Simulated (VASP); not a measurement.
# I (Fmmm) in VASP: reference runs

How does I come out in PBE? The cell is run as given and disturbed, then over a range of volumes.

Program: VASP 6.6.1. These are calculated values, not measurements. Logs are shortened: lines on timing, memory, paths and dates and some standing lists are left out, and cuts for length are marked.

### Step 1. The structure

The structure is orthorhombic, space group Fmmm (No. 69). Conventional cell: a = 4.384 Å, b = 4.731 Å, c = 7.820 Å, α = 90.00°, β = 90.00°, γ = 90.00°. I (site symmetry mmm) has 4 I at 3.23 Å as nearest neighbours.

### Step 2. Single point, PBE

The input, INCAR:

```
SYSTEM = I
ALGO = Normal
EDIFF = 1E-7
ENCUT = 520
GGA = PE
ISIF = 2
ISMEAR = -1
LASPH = .True.
LCHARG = .True.
LELF = .True.
LREAL = .False.
LVHAR = .True.
LWAVE = .False.
NBANDS = 10
NELM = 100
PREC = Accurate
SIGMA = 0.05
```

The input, KPOINTS:

```
k-points
0
Gamma
  9 9 9
  0 0 0
```

The input, POSCAR:

```
I
1.0
    0.0000000000      2.3656004428      3.9098401324
    2.1922454667      0.0000000000      3.9098401324
    2.1922454667      2.3656004428      0.0000000000
I
1
Direct
    0.0000000000      0.0000000000      0.0000000000
```

Potentials or basis: VASP PAW PBE potentials, release 64 (I).

On the command line:

```
$ cat potpaw_PBE.64/I/POTCAR > POTCAR
$ mpirun -np 1 vasp_std > vasp.out
```

OUTCAR:

```text
SYSTEM = I
   EDIFF = 1E-7
   ENCUT = 520
   GGA = PE
   ISIF = 2
   ISMEAR = -1
   LASPH = .True.
   LREAL = .False.
   NELM = 100
   PREC = Accurate

 ion  position               nearest neighbor table
   1  0.000  0.000  0.000-

  LATTYP: Found a face centered orthorhombic cell.
 ALAT       =     4.3844909334
 B/A-ratio  =     1.0790764441
 C/A-ratio  =     1.7834864717

  Lattice vectors:

 A1 = (   0.0000000000,   2.3656004428,   3.9098401324)
 A2 = (   2.1922454667,   0.0000000000,   3.9098401324)
 A3 = (   2.1922454667,   2.3656004428,   0.0000000000)

Analysis of symmetry for initial positions (statically):
=====================================================================
 Subroutine PRICEL returns:
 Original cell was already a primitive cell.

 Routine SETGRP: Setting up the symmetry group for a
 face centered orthorhombic supercell.

 Subroutine GETGRP returns: Found  8 space group operations
 (whereof  8 operations were pure point group operations)
 out of a pool of  8 trial point group operations.

The static configuration has the point symmetry D_2h.

Analysis of symmetry for dynamics (positions and initial velocities):
=====================================================================
 Subroutine PRICEL returns:
 Original cell was already a primitive cell.

 Routine SETGRP: Setting up the symmetry group for a
 face centered orthorhombic supercell.

 Subroutine GETGRP returns: Found  8 space group operations
 (whereof  8 operations were pure point group operations)
 out of a pool of  8 trial point group operations.

The dynamic configuration has the point symmetry D_2h.

 Subroutine INISYM returns: Found  8 space group operations
 (whereof  8 operations are pure point group operations),
 and found     1 'primitive' translations

----------------------------------------------------------------------------------------

                                     Primitive cell

  volume of cell :      40.5527

  direct lattice vectors                    reciprocal lattice vectors
     0.000000000  2.365600443  3.909840132    -0.228076649  0.211362828  0.127882467
     2.192245467  0.000000000  3.909840132     0.228076649 -0.211362828  0.127882467
     2.192245467  2.365600443  0.000000000     0.228076649  0.211362828 -0.127882467

  length of vectors
     4.569782852  4.482498193  3.225214046     0.336224818  0.336224818  0.336224818

  position of ions in fractional coordinates (direct lattice)
     0.000000000  0.000000000  0.000000000

  ion indices of the primitive-cell ions
   primitive index   ion index
                 1           1

----------------------------------------------------------------------------------------

 KPOINTS: k-points

Automatic generation of k-mesh.
 Grid dimensions read from file:
 generate k-points for:    9    9    9

 Generating k-lattice:

  Cartesian coordinates                     Fractional coordinates (reciprocal lattice)
    -0.025341850  0.023484759  0.014209163     0.111111111  0.000000000  0.000000000
     0.025341850 -0.023484759  0.014209163     0.000000000  0.111111111  0.000000000
     0.025341850  0.023484759 -0.014209163     0.000000000  0.000000000  0.111111111

  Length of vectors
     0.037358313  0.037358313  0.037358313

  Shift w.r.t. Gamma in fractional coordinates (k-lattice)
     0.000000000  0.000000000  0.000000000

 Subroutine IBZKPT returns following result:
 ===========================================

 Found    125 irreducible k-points:

 Following reciprocal coordinates:
            Coordinates               Weight
  0.000000  0.000000  0.000000      1.000000
  0.111111  0.000000  0.000000      8.000000
  0.222222  0.000000  0.000000      8.000000
  0.333333  0.000000  0.000000      8.000000
  0.444444  0.000000  0.000000      8.000000
  0.111111  0.111111  0.000000      2.000000
[... 42 lines left out ...]
  0.444444  0.333333  0.111111      4.000000
 -0.444444  0.333333  0.111111      8.000000
 [... further k-points ...]
   k-points           NKPTS =    125   k-points in BZ     NKDIM =    125   number of bands    NBANDS=     10
   number of dos      NEDOS =    301   number of ions     NIONS =      1
   total plane-waves  NPLWV =  31104
   dimension x,y,z NGX =    36 NGY =   36 NGZ =   24
   dimension x,y,z NGXF=    72 NGYF=   72 NGZF=   48
   ions per type =               1
   NGX,Y,Z   is equivalent  to a cutoff of  13.10, 13.35, 12.37 a.u.
   NGXF,Y,Z  is equivalent  to a cutoff of  26.19, 26.70, 24.74 a.u.
 SYSTEM =  I
   PREC   = accura    normal or accurate (medium, high low for compatibility)
   ISTART =      0    job   : 0-new  1-cont  2-samecut
   ICHARG =      2    charge: 1-file 2-atom 10-const
   ISPIN  =      1    spin polarized calculation?
   LNONCOLLINEAR =      F non collinear calculations
   LSORBIT =      F    spin-orbit coupling
   LASPH  =      T    aspherical Exc in radial PAW
   ENCUT  =  520.0 eV  38.22 Ry    6.18 a.u.   8.50  8.33  6.00*2*pi/ulx,y,z
   NELM   =    100;   NELMIN=  2; NELMDL= -5     # of ELM steps
   EDIFF  = 0.1E-06   stopping-criterion for ELM
   LREAL  =      F    real-space projection
   EDIFFG = 0.1E-05   stopping-criterion for IOM
   NSW    =      0    number of steps for IOM
   IBRION =     -1    ionic relax: 0-MD 1-quasi-New 2-CG
   NFREE  =      0    steps in history (QN), initial steepest desc. (CG)
   ISIF   =      2    stress and relaxation
   ISYM   =      2    0-nonsym 1-usesym 2-fastsym
   POTIM  = 0.5000    time-step for ionic-motion
   TEBEG  =    0.0;   TEEND  =   0.0 temperature during run
   PSTRESS=    0.0 pullay stress
   NELECT =       7.0000    total number of electrons
   NUPDOWN=      -1.0000    fix difference up-down
   EMIN   =  10.00;   EMAX   =-10.00  energy-range for DOS
   EFERMI =   0.00;   METHOD = LEGACY
   ISMEAR =    -1;   SIGMA  =   0.05  broadening in eV -4-tet -1-fermi 0-gaus
   EFERMI_NEDOS =   21; number of points for ismear=-14 and -15
   IALGO  =     38    algorithm
   IMIX   =      4    mixing-type and parameters
     AMIX     =   0.40;   BMIX     =  1.00
     AMIX_MAG =   1.60;   BMIX_MAG =  1.00
  volume/ion in A,a.u.               =      40.55       273.66
  Fermi-wavevector in a.u.,A,eV,Ry     =   0.911523  1.722529 11.304731  0.830874
  Thomas-Fermi vector in A             =   2.035812
   LORBIT       =      0    0 simple, 1 ext, 2 COOP (PROOUT), +10 PAW based schemes
   GGA     = PE    functional components
   LHFCALC =     F    Hartree Fock is set to
   AEXX    =    0.0000 exact exchange contribution
   IVDW    =     0    specifies the selected vdW correction
   LEPSILON=     F    determine dielectric tensor
   LRPA    =     F    only Hartree local field effects (RPA)
 non-spin polarized calculation
  energy-cutoff  :      520.00
  volume of cell :       40.55
 maximum number of plane-waves:      1109
 NGX is ok and might be reduce to    36
   NGX = 17   NGY = 17   NGZ = 11

 number of electron       7.0000000 magnetization

 Free energy of the ion-electron system (eV)
  ---------------------------------------------------
  ext. energy  EPLUGINS =         0.00000000
  ---------------------------------------------------
  free energy    TOTEN  =        -1.39167695 eV

  energy without entropy =       -1.38654527  energy(sigma->0) =       -1.38911111

 E-fermi :   3.4999     XC(G=0):  -8.2597

 val. band max:        3.4943648804   @ k =  -0.2222   0.0000   0.1111
 cond. band min:       3.5311060321   @ k =  -0.1111   0.1111   0.1111
 fundamental gap:      0.0367411517
 Fermi energy:         3.4998779940

 k-point     1 :       0.0000    0.0000    0.0000
  band No.  band energies     occupation
      1     -10.3834      2.00000
      2       1.5533      2.00000
      3       4.2735      0.00000
      4       4.5466      0.00000
      5       8.0362      0.00000
      6      10.9730      0.00000
      7      11.7009      0.00000
      8      15.6112      0.00000
      9      15.9274      0.00000
     10      15.9287      0.00000

 k-point     2 :       0.1111    0.0000    0.0000
  band No.  band energies     occupation
      1     -10.2522      2.00000
      2       1.5499      2.00000
      3       3.2983      1.96513
      4       4.5034      0.00000
      5       8.3987      0.00000
      6      11.3602      0.00000
      7      12.7354      0.00000
      8      13.4643      0.00000
      9      15.9174      0.00000
     10      16.6177      0.00000

 k-point     3 :       0.2222    0.0000    0.0000
  band No.  band energies     occupation
      1      -9.8860      2.00000
      2       1.2218      2.00000
      3       1.6740      2.00000
      4       4.7119      0.00000
      5       9.1321      0.00000
      6      11.5838      0.00000
      7      11.7871      0.00000
      8      15.4238      0.00000
      9      16.3480      0.00000
     10      17.0564      0.00000

 k-point     4 :       0.3333    0.0000    0.0000
  band No.  band energies     occupation
      1      -9.3876      2.00000
      2      -0.4915      2.00000
      3       1.6838      2.00000
      4       4.9831      0.00000
      5       8.9823      0.00000
      6      11.8405      0.00000
      7      12.2071      0.00000
      8      15.5816      0.00000
      9      17.0842      0.00000
     10      17.6722      0.00000
[... 430 lines left out ...]
 k-point    38 :      -0.4444    0.1111    0.1111
  band No.  band energies     occupation
      1      -8.8669      2.00000
      2      -1.4283      2.00000
      3       1.7463      2.00000
      4       4.2547      0.00000
      5       8.6749      0.00000
      6      12.4671      0.00000
      7      13.6961      0.00000
      8      14.4773      0.00000
      9      15.8047      0.00000
     10      17.2277      0.00000

 k-point    39 :      -0.3333    0.1111    0.1111
  band No.  band energies     occupation
      1      -8.8665      2.00000
      2      -1.4519      2.00000
      3       1.9135      2.00000
      4       4.1440      0.00001
      5       8.5936      0.00000
      6      12.4213      0.00000
      7      13.2016      0.00000
      8      14.4714      0.00000
      9      15.8303      0.00000
     10      17.5970      0.00000

 k-point    40 :      -0.2222    0.1111    0.1111
  band No.  band energies     occupation
      1      -9.2626      2.00000
      2      -0.4075      2.00000
      3       1.9548      2.00000
      4       3.8467      0.00194
      5       9.1585      0.00000
      6      11.1149      0.00000
      7      13.3780      0.00000
      8      14.5655      0.00000
      9      15.2233      0.00000
     10      18.4069      0.00000

 [... further k-points ...]
[... 5 lines left out ...]
  --------------------------------------------------------------------------------------
  -------------------------------------------------------------------------------------
  Total        0.0956968      0.0370124      0.2003499     -0.0000000      0.0000000      0.0000000
  in kB        3.7808397      1.4623064      7.9155342     -0.0000000      0.0000000      0.0000000
  external PRESSURE =       4.3862268 kB  Pullay stress =       0.0000000 kB

 VOLUME and BASIS-vectors are now :
 -----------------------------------------------------------------------------
  energy-cutoff  :      520.00
  volume of cell :       40.55
      direct lattice vectors                 reciprocal lattice vectors
     0.000000000  2.365600443  3.909840132    -0.228076649  0.211362828  0.127882467
     2.192245467  0.000000000  3.909840132     0.228076649 -0.211362828  0.127882467
     2.192245467  2.365600443  0.000000000     0.228076649  0.211362828 -0.127882467

 POSITION                                       TOTAL-FORCE (eV/Angst)
 -----------------------------------------------------------------------------------
      0.00000      0.00000      0.00000         0.000000      0.000000      0.000000
 -----------------------------------------------------------------------------------
    total drift:                                0.000000      0.000000      0.000000

  FREE ENERGIE OF THE ION-ELECTRON SYSTEM (eV)
  ---------------------------------------------------
  free  energy   TOTEN  =        -1.3916769495 eV

  energy  without entropy=       -1.3865452676  energy(sigma->0) =       -1.38911111
```

It took 35 s on 1 thread of Intel Xeon Platinum 8559C (Emerald Rapids), shared host; peak memory 0.2 GiB.

Results:

```yaml
Free_energy: -1.3917 eV
Pressure: 0.4 GPa
Band_gap_on_the_k_mesh: none (metal or under the smearing width)
```

Caveat: an odd number of electrons without spin polarisation forces a metal; a magnetic or distorted state may lie lower. The run has no spin-orbit coupling, so splittings on I are missing.

(Continued in part 2 of 3.)
